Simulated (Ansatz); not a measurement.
The system is CuO (Tenorite).

```
Cu O
1.0
     2.34185   -1.71130    0.00000
     2.34185    1.71130    0.00000
    -0.85003    0.00000    5.05787
Cu O
2 2
Direct
  0.50000 0.00000 0.50000
  0.00000 0.50000 0.00000
  0.41840 0.58160 0.75000
  0.58160 0.41840 0.25000
```

- Program: Ansatz 0.2.0
- Task: relaxation of cell and atoms
- Functional: m-r2SCAN
- Potentials or basis: Ansatz PAW
- Cutoff: 500 eV (not typed: the program's choice for these potentials)
- k mesh: 10 × 10 × 5
- Occupations: fermi-dirac, width 0.05 eV
- Spin: no spin polarisation

At the start: volume 10.13 Å³/atom.

Problem. Where does the relaxation end?

Solution. It ends after 13 steps and the volume is 10.73 Å³/atom (+5.9 %); space group P4_2/mmc (No. 131, to 0.05 Å).

The path:
```
step  energy change (eV)  largest force (eV/Å)  volume (Å³)
   1              0.0000                0.2855        40.54
   2             -0.0152                0.2394        40.77
   3             -0.0588                0.0518        41.29
   4             -0.0740                0.0003        42.96
   5             -0.0947                0.0611        42.99
   6             -0.0997                0.0009        42.75
   7             -0.1001                0.0009        42.77
   8             -0.1002                0.0007        42.77
   9             -0.1093                0.0003        42.77
  10             -0.1115                0.0253        42.98
  11             -0.1122                0.0002        42.92
  12             -0.1122                0.0011        42.93
  13             -0.1125                0.0011        42.93
```

Final structure:
```
Cu O
1.0
     2.04345   -2.04380    0.15903
     2.04345    2.04380    0.15903
    -0.39825    0.00000    5.10827
Cu O
2 2
Direct
  0.50000 0.00000 0.50000
  0.00000 0.50000 0.00000
  0.50001 0.49999 0.75000
  0.49999 0.50001 0.25000
```

Caveat: the plane-wave basis is chosen anew once the cell has moved, so the energies of steps on either side of that aren't comparable; the run has no spin polarisation, though such a crystal can be magnetic; the PAW data sets come from PBE, with cores solved anew for the run's functional, which leaves a small shift of forces and pressure.
